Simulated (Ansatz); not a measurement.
Runs of Ansatz 0.2.0 on Sb. Symmetry: Im-3m, No. 229, cubic system. Conventional cell: a = 3.743 Å, b = 3.743 Å, c = 3.743 Å, α = 90.00°, β = 90.00°, γ = 90.00°. Sb (site symmetry m-3m) is surrounded by 8 Sb at 3.24 Å. This isn't the form of Sb at room conditions, which is rhombohedral.

```tsv
task	level	cell	k mesh	cutoff (eV)	points for each segment of the path	mesh quality	gap on the mesh (eV)	pressure (GPa)	relaxed volume (Å³/atom)
band structure	LDA	as given	7 × 7 × 7	420	14	not flagged	none	-1.8	-
relaxation of cell and atoms	BLYP+D4	relaxed	10 × 10 × 10	420	-	not flagged	none	0.0	(a)
band structure	HSE03	as given	5 × 5 × 5	420	4	coarse	none	-	-
relaxation of cell and atoms	PBEsol+D3(BJ)	relaxed	10 × 10 × 10	420	-	not flagged	none	0.0	(b)
band structure	HSEsol	as given	5 × 5 × 5	420	4	coarse	none	-	-
band structure	r2SCAN	as given	10 × 10 × 10	500	14	not flagged	none	2.5	-
band structure	HSE06	as given	5 × 5 × 5	420	4	coarse	none	-	-
relaxation of cell and atoms	r2SCAN	relaxed	10 × 10 × 10	500	-	not flagged	none	0.0	27.21
```

Alike in all rows: potentials or basis Ansatz PAW; no spin polarisation; smearing fermi-dirac 0.05 eV.

Task: Fill in the values left out.

Result: (a) 27.41; (b) 24.93.

Caveats: some runs use coarse meshes; the PAW data sets come from PBE, with cores solved anew for the run's functional, which leaves a small shift of forces and pressure; the plane-wave basis is chosen anew once the cell has moved, so the energies of steps on either side of that aren't comparable (some runs); pairwise dispersion overbinds metals, which lowers pressure and volume (some runs); the potentials were made for another functional, which shifts forces and pressure (some runs).

A k mesh can miss the band edges, and the runs leave out spin-orbit coupling on Sb.

A gap of «none» marks a metal or a gap under the smearing width.

Not every run made on this cell is shown here.
